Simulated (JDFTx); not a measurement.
# Pt (Fm-3m) in JDFTx: notebook

One crystal, Pt, is run at these levels: r2SCAN; tasks: equation of state.

Program: JDFTx 1.7.0 (patched build). These are calculated values, not measurements. Logs are shortened: lines on timing, memory, paths and dates and some standing lists are left out, and cuts for length are marked. The log counts tension as positive stress, the text compression.

## (1) The structure

It takes space group Fm-3m (No. 225, cubic). Conventional cell: a = 3.922 Å, b = 3.922 Å, c = 3.922 Å, α = 90.00°, β = 90.00°, γ = 90.00°. Pt (site symmetry m-3m) has 12 Pt at 2.77 Å as nearest neighbours.

## (2) Equation of state, r2SCAN, 14.18 Å³/atom (volume scaled by 0.94)

Pt.in

```
lattice \
    0.0000000000     1.9208704006     1.9208704006 \
    1.9208704006     0.0000000000     1.9208704006 \
    1.9208704006     1.9208704006     0.0000000000
latt-scale 1.889726124626 1.889726124626 1.889726124626
coords-type Lattice
ion Pt     0.0000000000     0.0000000000     0.0000000000 1

ion-species pseudo/Pt.upf
elec-cutoff 40
elec-ex-corr mgga-x-r2scan mgga-c-r2scan
kpoint-folding 12 12 12
elec-smearing Fermi 0.0018374661
elec-n-bands 15
electronic-SCF nIterations 100 energyDiffThreshold 1e-09
electronic-minimize nIterations 30 energyDiffThreshold 1e-7
forces-output-coords Cartesian

dump-name run.$VAR
dump End Ecomponents EigStats BandEigs Kpoints Forces Stress
```

Potentials or basis: SG15-PBE-1.2 with smoothed tails.

Run with:

```console
$ jdftx -c 1 -i Pt.in -o Pt.out
```

The log of the run:

```text
*************** JDFTx 1.7.0 (patched build) ***************

[... 9 lines left out ...]
---------- Initializing the Grid ----------
R =
[            0      3.62992      3.62992  ]
[      3.62992            0      3.62992  ]
[      3.62992      3.62992            0  ]
unit cell volume = 95.6579
G =
[  -0.865472   0.865472   0.865472  ]
[   0.865472  -0.865472   0.865472  ]
[   0.865472   0.865472  -0.865472  ]
Minimum fftbox size, Smin = [  32  32  32  ]
Chosen fftbox size, S = [  32  32  32  ]

---------- Exchange Correlation functional ----------
Initialized LibXC exchange functional 'Re-regularized SCAN exchange by Furness et al'
Initialized LibXC correlation functional 'Re-regularized SCAN correlation by Furness et al'

---------- Setting up pseudopotentials ----------
Width of ionic core gaussian charges (only for fluid interactions / plotting) set to 0

Reading pseudopotential file 'pseudo/Pt.upf':
  'Pt' pseudopotential, 'PBE' functional
  Generated using ONCVPSP code by D. R. Hamann
  18 valence electrons, 0 orbitals, 8 projectors, 602 radial grid points, with lMax = 3
  Core radius for overlap checks: 2.59 bohrs.

Initialized 1 species with 1 total atoms.

Folded 1 k-points by 12x12x12 to 1728 k-points.

---------- Setting up k-points, bands, fillings ----------
Reduced to 72 k-points under symmetry.
Computing the number of bands and number of electrons
Calculating initial fillings.
nElectrons:  18.000000   nBands: 15   nStates: 72

----- Setting up reduced wavefunction bases (one per k-point) -----
average nbasis = 1155.732 , ideal nbasis = 1155.859

---------- Setting up ewald sum ----------
Optimum gaussian width for ewald sums = 1.850543 bohr.
Real space sum over 2197 unit cells with max indices [  6  6  6  ]
Reciprocal space sum over 2197 terms with max indices [  6  6  6  ]

---------- Allocating electronic variables ----------
Initializing wave functions:  (No orbitals for LCAO)  bandwidth-limited random numbers

Setting the auxilliary hamiltonian equal to the subspace hamiltonian.

-------- Electronic minimization -----------
Will mix electronic and kinetic density at each iteration.
	FillingsUpdate:  mu: +1.769851715  nElectrons: 18.000000
	FillingsUpdate:  mu: -0.100000000  nElectrons: 18.000000
SCF: Cycle:  0   F: -115.371697180821471   dF: -2.825e+01   |Residual|: 1.358e+01   |deigs|: 2.225e+00
	FillingsUpdate:  mu: +0.063896847  nElectrons: 18.000000
SCF: Cycle:  1   F: -116.320718670474434   dF: -9.490e-01   |Residual|: 9.512e+00   |deigs|: 9.611e-01
	FillingsUpdate:  mu: +1.649176344  nElectrons: 18.000000
SCF: Cycle:  2   F: -115.179004066342458   dF: +1.142e+00   |Residual|: 1.326e+01   |deigs|: 1.758e+00
	FillingsUpdate:  mu: +0.972477879  nElectrons: 18.000000
SCF: Cycle:  3   F: -121.220104103124413   dF: -6.041e+00   |Residual|: 2.711e+00   |deigs|: 8.519e-01
	FillingsUpdate:  mu: +0.972452752  nElectrons: 18.000000
SCF: Cycle:  4   F: -121.261335479373500   dF: -4.123e-02   |Residual|: 2.513e+00   |deigs|: 3.309e-03
	FillingsUpdate:  mu: +1.028538130  nElectrons: 18.000000
SCF: Cycle:  5   F: -121.164933177975726   dF: +9.640e-02   |Residual|: 2.887e+00   |deigs|: 5.414e-02
	FillingsUpdate:  mu: +0.488268644  nElectrons: 18.000000
SCF: Cycle:  6   F: -118.692555820469565   dF: +2.472e+00   |Residual|: 1.055e+01   |deigs|: 5.998e-01
	FillingsUpdate:  mu: +0.520090250  nElectrons: 18.000000
SCF: Cycle:  7   F: -118.785405495341465   dF: -9.285e-02   |Residual|: 1.094e+01   |deigs|: 3.941e-02
	FillingsUpdate:  mu: +0.808830153  nElectrons: 18.000000
SCF: Cycle:  8   F: -121.027737997088337   dF: -2.242e+00   |Residual|: 3.353e+00   |deigs|: 3.140e-01
	FillingsUpdate:  mu: +0.825699609  nElectrons: 18.000000
SCF: Cycle:  9   F: -121.096300328353720   dF: -6.856e-02   |Residual|: 3.151e+00   |deigs|: 1.649e-02
	FillingsUpdate:  mu: +0.872246881  nElectrons: 18.000000
SCF: Cycle: 10   F: -121.230525077168338   dF: -1.342e-01   |Residual|: 1.956e+00   |deigs|: 5.238e-02
	FillingsUpdate:  mu: +0.882647956  nElectrons: 18.000000
SCF: Cycle: 11   F: -121.253796112681243   dF: -2.327e-02   |Residual|: 1.649e+00   |deigs|: 1.207e-02
	FillingsUpdate:  mu: +0.883974982  nElectrons: 18.000000
SCF: Cycle: 12   F: -121.265216515302768   dF: -1.142e-02   |Residual|: 1.321e+00   |deigs|: 5.580e-03
	FillingsUpdate:  mu: +0.894202007  nElectrons: 18.000000
SCF: Cycle: 13   F: -121.277407921221183   dF: -1.219e-02   |Residual|: 1.136e+00   |deigs|: 1.070e-02
	FillingsUpdate:  mu: +0.929330812  nElectrons: 18.000000
SCF: Cycle: 14   F: -121.300143515566788   dF: -2.274e-02   |Residual|: 2.779e-02   |deigs|: 4.185e-02
	FillingsUpdate:  mu: +0.928762642  nElectrons: 18.000000
SCF: Cycle: 15   F: -121.300179060336717   dF: -3.554e-05   |Residual|: 2.522e-02   |deigs|: 5.746e-04
	FillingsUpdate:  mu: +0.928215917  nElectrons: 18.000000
SCF: Cycle: 16   F: -121.300204925675942   dF: -2.587e-05   |Residual|: 2.393e-02   |deigs|: 5.611e-04
	FillingsUpdate:  mu: +0.926431065  nElectrons: 18.000000
SCF: Cycle: 17   F: -121.300241714778551   dF: -3.679e-05   |Residual|: 1.729e-02   |deigs|: 1.993e-03
	FillingsUpdate:  mu: +0.926151013  nElectrons: 18.000000
SCF: Cycle: 18   F: -121.300240857996130   dF: +8.568e-07   |Residual|: 1.112e-02   |deigs|: 3.107e-04
	FillingsUpdate:  mu: +0.926621277  nElectrons: 18.000000
SCF: Cycle: 19   F: -121.300242206938705   dF: -1.349e-06   |Residual|: 1.131e-02   |deigs|: 7.244e-04
	FillingsUpdate:  mu: +0.926422946  nElectrons: 18.000000
SCF: Cycle: 20   F: -121.300243530084998   dF: -1.323e-06   |Residual|: 7.783e-04   |deigs|: 3.285e-04
	FillingsUpdate:  mu: +0.926446138  nElectrons: 18.000000
SCF: Cycle: 21   F: -121.300243569232777   dF: -3.915e-08   |Residual|: 9.944e-04   |deigs|: 4.881e-05
	FillingsUpdate:  mu: +0.926443975  nElectrons: 18.000000
SCF: Cycle: 22   F: -121.300243579290040   dF: -1.006e-08   |Residual|: 7.843e-04   |deigs|: 8.374e-06
	FillingsUpdate:  mu: +0.926439035  nElectrons: 18.000000
SCF: Cycle: 23   F: -121.300243584011810   dF: -4.722e-09   |Residual|: 4.331e-04   |deigs|: 1.023e-05
	FillingsUpdate:  mu: +0.926437027  nElectrons: 18.000000
SCF: Cycle: 24   F: -121.300243585826465   dF: -1.815e-09   |Residual|: 6.864e-05   |deigs|: 9.885e-06
	FillingsUpdate:  mu: +0.926437874  nElectrons: 18.000000
SCF: Cycle: 25   F: -121.300243586184777   dF: -3.583e-10   |Residual|: 6.439e-05   |deigs|: 4.738e-06
	FillingsUpdate:  mu: +0.926437863  nElectrons: 18.000000
SCF: Cycle: 26   F: -121.300243586317620   dF: -1.328e-10   |Residual|: 2.056e-05   |deigs|: 3.671e-06
SCF: Converged (|Delta E|<1.000000e-09 for 2 iters).

Setting wave functions to eigenvectors of Hamiltonian

# Stress tensor in Cartesian coordinates [Eh/a0^3]:
[ -0.000881892            0            0  ]
[            0 -0.000881892            0  ]
[            0            0 -0.000881892  ]

# Ionic positions in lattice coordinates:
ion Pt   0.000000000000000   0.000000000000000   0.000000000000000 1

# Forces in Cartesian coordinates:
force Pt  -0.000000000000000  -0.000000000000000   0.000000000000000 1

# Energy components:
   Eewald =     -102.3091232202357475
       EH =       18.9378046298706941
     Eloc =      -74.3808744163684565
      Enl =       10.8834738537956000
      Exc =      -11.6675674380721546
       KE =       37.2365683169200636
-------------------------------------
     Etot =     -121.2997182740899973
       TS =        0.0005253122276181
-------------------------------------
        F =     -121.3002435863176203

IonicMinimize: Iter:   0  F: -121.300243586317620  |grad|_K:  0.000e+00
IonicMinimize: Converged (|grad|_K<1.000000e-04).

Dumping 'run.eigStats' ...
	eMin: -2.813467 at state 0 ( [ +0.000000 +0.000000 +0.000000 ] spin 0 )
	HOMO: +0.926399 at state 35 ( [ +0.000000 +0.333333 +0.416667 ] spin 0 )
	mu  : +0.926438
	LUMO: +0.926587 at state 57 ( [ +0.083333 +0.333333 -0.416667 ] spin 0 )
	eMax: +2.049233 at state 6 ( [ +0.000000 +0.000000 +0.500000 ] spin 0 )
	HOMO-LUMO gap: +0.000188
	Optical gap  : +0.001818 at state 39 ( [ +0.000000 +0.416667 +0.416667 ] spin 0 )
Done!
```

Wall time 96 s (1 thread of Intel Xeon 6975P-C (Granite Rapids), shared host); peak memory 0.1 GiB.

Results:

```
Free energy            : -3300.7478 eV
Pressure               : 25.9 GPa
Band gap on the k mesh : none (metal or under the smearing width)
```

Caveat: the potentials were made for another functional, which shifts forces and pressure.

## (3) Equation of state, r2SCAN, 14.48 Å³/atom (volume scaled by 0.96)

Pt.in

```
lattice \
    0.0000000000     1.9343981026     1.9343981026 \
    1.9343981026     0.0000000000     1.9343981026 \
    1.9343981026     1.9343981026     0.0000000000
latt-scale 1.889726124626 1.889726124626 1.889726124626
coords-type Lattice
ion Pt     0.0000000000     0.0000000000     0.0000000000 1

ion-species pseudo/Pt.upf
elec-cutoff 40
elec-ex-corr mgga-x-r2scan mgga-c-r2scan
kpoint-folding 12 12 12
elec-smearing Fermi 0.0018374661
elec-n-bands 15
electronic-SCF nIterations 100 energyDiffThreshold 1e-09
electronic-minimize nIterations 30 energyDiffThreshold 1e-7
forces-output-coords Cartesian

dump-name run.$VAR
dump End Ecomponents EigStats BandEigs Kpoints Forces Stress ElecDensity KEdensity
```

Potentials or basis: SG15-PBE-1.2 with smoothed tails.

Run with:

```console
$ jdftx -c 1 -i Pt.in -o Pt.out
```

Run time: 81 s. Hardware: 1 thread of Intel Xeon 6975P-C (Granite Rapids), shared host; peak memory 0.1 GiB.

Results (log left out):

```yaml
Free_energy: -3300.7889 eV
Pressure: 17.8 GPa
Band_gap_on_the_k_mesh: none (metal or under the smearing width)
```

Caveat: the potentials were made for another functional, which shifts forces and pressure.

## (4) Equation of state, r2SCAN, 14.78 Å³/atom (volume scaled by 0.98)

Edit Pt.in of step 3 so:

```diff
@@ -1,5 +1,5 @@
 lattice \
-    0.0000000000     1.9343981026     1.9343981026 \
-    1.9343981026     0.0000000000     1.9343981026 \
-    1.9343981026     1.9343981026     0.0000000000
+    0.0000000000     1.9477392008     1.9477392008 \
+    1.9477392008     0.0000000000     1.9477392008 \
+    1.9477392008     1.9477392008     0.0000000000
 latt-scale 1.889726124626 1.889726124626 1.889726124626
```

Run with:

```console
$ jdftx -c 1 -i Pt.in -o Pt.out
```

Run time: 79 s. Hardware: 1 thread of Intel Xeon 6975P-C (Granite Rapids), shared host; peak memory 0.1 GiB.

It converged, with:

```
Free energy            : -3300.8157 eV
Pressure               : 10.7 GPa
Band gap on the k mesh : none (metal or under the smearing width)
```

Caveat: the potentials were made for another functional, which shifts forces and pressure.

## (5) Equation of state, r2SCAN, 15.08 Å³/atom

Edit Pt.in of step 4 so:

```diff
@@ -1,5 +1,5 @@
 lattice \
-    0.0000000000     1.9477392008     1.9477392008 \
-    1.9477392008     0.0000000000     1.9477392008 \
-    1.9477392008     1.9477392008     0.0000000000
+    0.0000000000     1.9609000000     1.9609000000 \
+    1.9609000000     0.0000000000     1.9609000000 \
+    1.9609000000     1.9609000000     0.0000000000
 latt-scale 1.889726124626 1.889726124626 1.889726124626
```

Run with:

```console
$ jdftx -c 1 -i Pt.in -o Pt.out
```

Wall time 88 s (1 thread of Intel Xeon 6975P-C (Granite Rapids), shared host); peak memory 0.1 GiB.

The run converged. Its results:

- Free energy: -3300.8298 eV
- Pressure: 4.4 GPa
- Band gap on the k mesh: none (metal or under the smearing width)

Caveat: the potentials were made for another functional, which shifts forces and pressure.

## (6) Equation of state, r2SCAN, 15.38 Å³/atom (volume scaled by 1.02)

Edit Pt.in of step 5 so:

```diff
@@ -1,5 +1,5 @@
 lattice \
-    0.0000000000     1.9609000000     1.9609000000 \
-    1.9609000000     0.0000000000     1.9609000000 \
-    1.9609000000     1.9609000000     0.0000000000
+    0.0000000000     1.9738864712     1.9738864712 \
+    1.9738864712     0.0000000000     1.9738864712 \
+    1.9738864712     1.9738864712     0.0000000000
 latt-scale 1.889726124626 1.889726124626 1.889726124626
```

Potentials or basis: SG15-PBE-1.2 with smoothed tails.

Run with:

```console
$ jdftx -c 1 -i Pt.in -o Pt.out
```

It took 90 s on 1 thread of Intel Xeon 6975P-C (Granite Rapids), shared host; peak memory 0.11 GiB.

It converged, with:

- Free energy: -3300.8327 eV
- Pressure: -1.2 GPa
- Band gap on the k mesh: none (metal or under the smearing width)

Caveat: the potentials were made for another functional, which shifts forces and pressure.

## (7) Equation of state, r2SCAN, 15.68 Å³/atom (volume scaled by 1.04)

Edit Pt.in of step 6 so:

```diff
@@ -1,5 +1,5 @@
 lattice \
-    0.0000000000     1.9738864712     1.9738864712 \
-    1.9738864712     0.0000000000     1.9738864712 \
-    1.9738864712     1.9738864712     0.0000000000
+    0.0000000000     1.9867042750     1.9867042750 \
+    1.9867042750     0.0000000000     1.9867042750 \
+    1.9867042750     1.9867042750     0.0000000000
 latt-scale 1.889726124626 1.889726124626 1.889726124626
```

Run with:

```console
$ jdftx -c 1 -i Pt.in -o Pt.out
```

Wall time 81 s (1 thread of Intel Xeon 6975P-C (Granite Rapids), shared host); peak memory 0.11 GiB.

It converged, with:

- Free energy: -3300.8257 eV
- Pressure: -6.1 GPa
- Band gap on the k mesh: none (metal or under the smearing width)

Caveat: the potentials were made for another functional, which shifts forces and pressure.

## (8) Equation of state, r2SCAN, 15.98 Å³/atom (volume scaled by 1.06)

Edit Pt.in of step 7 so:

```diff
@@ -1,5 +1,5 @@
 lattice \
-    0.0000000000     1.9867042750     1.9867042750 \
-    1.9867042750     0.0000000000     1.9867042750 \
-    1.9867042750     1.9867042750     0.0000000000
+    0.0000000000     1.9993587835     1.9993587835 \
+    1.9993587835     0.0000000000     1.9993587835 \
+    1.9993587835     1.9993587835     0.0000000000
 latt-scale 1.889726124626 1.889726124626 1.889726124626
```

Run with:

```console
$ jdftx -c 1 -i Pt.in -o Pt.out
```

Wall time 86 s (1 thread of Intel Xeon 6975P-C (Granite Rapids), shared host); peak memory 0.11 GiB.

Results (log left out):

- Free energy: -3300.8100 eV
- Pressure: -10.5 GPa
- Band gap on the k mesh: none (metal or under the smearing width)

Caveat: the potentials were made for another functional, which shifts forces and pressure.

## (9) Equation of state, r2SCAN

Potentials or basis: SG15-PBE-1.2 with smoothed tails.

This step only gathers the single runs of the series.

What came out:

```yaml
Equilibrium_volume: 15.31 Å³/atom
Bulk_modulus: 274 GPa
Pressure_derivative_of_the_bulk_modulus: 5.3
```

Energy against volume, from the lowest point:
| volume (Å³/atom) | energy (meV/atom) |
| --- | --- |
| 14.175 | 84.88 |
| 14.477 | 43.77 |
| 14.778 | 17.00 |
| 15.080 | 2.90 |
| 15.381 | 0.00 |
| 15.683 | 6.98 |
| 15.985 | 22.67 |

Caveat: the potentials were made for another functional, which shifts forces and pressure. Spin-orbit coupling is left out, which matters for the levels of Pt.
